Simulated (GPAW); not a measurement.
AgCl (Chlorargyrite):

```
Ag Cl
1.0
     0.00000    2.73500    2.73500
     2.73500    0.00000    2.73500
     2.73500    2.73500    0.00000
Ag Cl
1 1
Direct
  0.00000 0.00000 0.00000
  0.50000 0.50000 0.50000
```

* Program: GPAW 26.7.0
* Task: relaxation of cell and atoms
* Functional: PBEsol
* Dispersion: D3
* Potentials or basis: PAW data sets generated in the run's folder for this functional
* Cutoff: 600 eV
* Basis: pw
* k mesh: 8 × 8 × 8
* Occupations: fermi-dirac, width 0.05 eV
* Spin: no spin polarisation

At the start: pressure -2.5 GPa; volume 20.46 Å³/atom.

How do energy, volume and symmetry change on relaxing?

Over 4 steps the energy falls by 6.3 meV/atom and the volume is 19.62 Å³/atom (-4.1 %); space group Fm-3m (No. 225, to 0.05 Å).

Step by step:
| step | energy change (eV) | largest force (eV/Å) | pressure (GPa) | volume (Å³) |
| --- | --- | --- | --- | --- |
| 1 | 0.0000 | 0.0000 | -2.48 | 40.92 |
| 2 | -0.0038 | 0.0000 | -2.11 | 40.64 |
| 3 | -0.0124 | 0.0000 | 0.18 | 39.13 |
| 4 | -0.0126 | 0.0000 | -0.01 | 39.25 |

Final structure:
```xyz
2
Lattice="0.0000 2.6972 2.6972 2.6972 0.0000 2.6972 2.6972 2.6972 0.0000" Properties=species:S:1:pos:R:3 pbc="T T T"
Ag    0.0000    0.0000    0.0000
Cl    2.6972    2.6972    2.6972
```

Caveat: later steps reuse the first step's grids.
